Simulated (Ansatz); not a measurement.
# WS2 (Tungstenite): further runs on the relaxed cell

One table from this session's results is given with a row withheld; the runs are named, their logs left out.

Computed with Ansatz 0.2.0 (DFT PBE+D3(BJ), scalar-relativistic, plane waves, PAW, unless a step's input says otherwise).

2 further runs of the same task are left out: 2 set aside as unsound or not needed.

## Starting point

The structure is trigonal, space group R3m (No. 160). The conventional cell has a = 3.157 Å, b = 3.157 Å, c = 18.117 Å, α = 90.00°, β = 90.00°, γ = 120.00°. Around W (site symmetry 3m) lie 6 S at 2.41 Å. Around S (site symmetry 3m) lie 3 W at 2.41 Å.

As a file:

```
W S
1.0
     1.57853    0.91136    6.03892
    -1.57853    0.91136    6.03892
     0.00000   -1.82273    6.03892
W S
1 2
Cartesian
  0.0000 0.0000 0.0119
  0.0000 0.0000 4.4786
  0.0000 0.0000 7.6241
```

This cell was relaxed beforehand with the same method: volume 17.38 Å³/atom, gap on the mesh 0.91 eV.

The first run:

input.yaml

```yaml
crystal:
  lattice:
    - [1.5625840081, 0.9021582977, 5.9779179421]
    - [-1.5625840081, 0.9021582977, 5.9779179421]
    - [0.0, -1.8043165955, 5.9779179421]
  atoms:
    - { symbol: W, position: [0.000655957, 0.000655957, 0.000655957] }
    - { symbol: S, position: [0.2472102229, 0.2472102229, 0.2472102229] }
    - { symbol: S, position: [0.4208338201, 0.4208338201, 0.4208338201] }
basis:
  ecutwfc: 420
kpoints:
  mp_grid: { grid: [12, 12, 12] }
hamiltonian:
  xc: pbe
  dispersion: d3bj
scf:
  occupations: { method: gaussian, width: 0.02 }
output:
  forces: true
  stress: true
  eigenvalues: true
relax:
  adjacent_minimum: "off"
  f_tol: 0.01
  max_steps: 30
  cell: { stress_tol: 0.1, fix: [volume] }
```

Run with:

```
> ansatz run input.yaml --threads 1 --pin off --max-ram 2560MiB --backend cpu --events-out ev --progress --plain --runs-dir out
```

Among the steps run: Point at V/V0 = 0.97; The cell scaled to 1.03 of its volume; The cell scaled to 0.94 of its volume; The cell scaled to 1.06 of its volume; The cell scaled to 0.91 of its volume; Volume × 1.10; The cell scaled to 0.88 of its volume.

One table of the session follows, with a row left open; its other results are not shown here.

It belongs to the step «Energy against volume». 

| volume (Å³/atom) | energy above the lowest point (meV/atom) | pressure (GPa) | gap on the mesh (eV) |
| --- | --- | --- | --- |
| 15.290 | 60.9 | 11.39 | 0.43 |
| 15.812 | 30.7 | 7.33 | 0.56 |
| 16.333 | ? | ? | ? |
| 16.854 | 2.8 | 1.77 | 0.80 |
| 17.375 | 0.0 | 0.03 | 0.91 |
| 17.897 | 2.0 | -1.16 | 1.03 |
| 18.418 | 7.1 | -1.95 | 1.14 |
| 19.113 | 16.5 | -2.42 | 1.28 |

Q: Estimate the row for volume (Å³/atom) = 16.333 from the others.

Worked estimate for «energy above the lowest point (meV/atom)». A straight line through the neighbours (15.812, 30.7) and (16.854, 2.8) gives 30.7 + (2.8 − 30.7) × (16.333 − 15.812) / (16.854 − 15.812) = 16.8; a parabola fitted to 4 rows on both sides gives 12.2.

**Answer.** energy above the lowest point (meV/atom): 12.2; pressure (GPa): 4.17; gap on the mesh (eV): 0.68. In «energy above the lowest point (meV/atom)» the line misses by +4.6 and the parabola by 0.0.
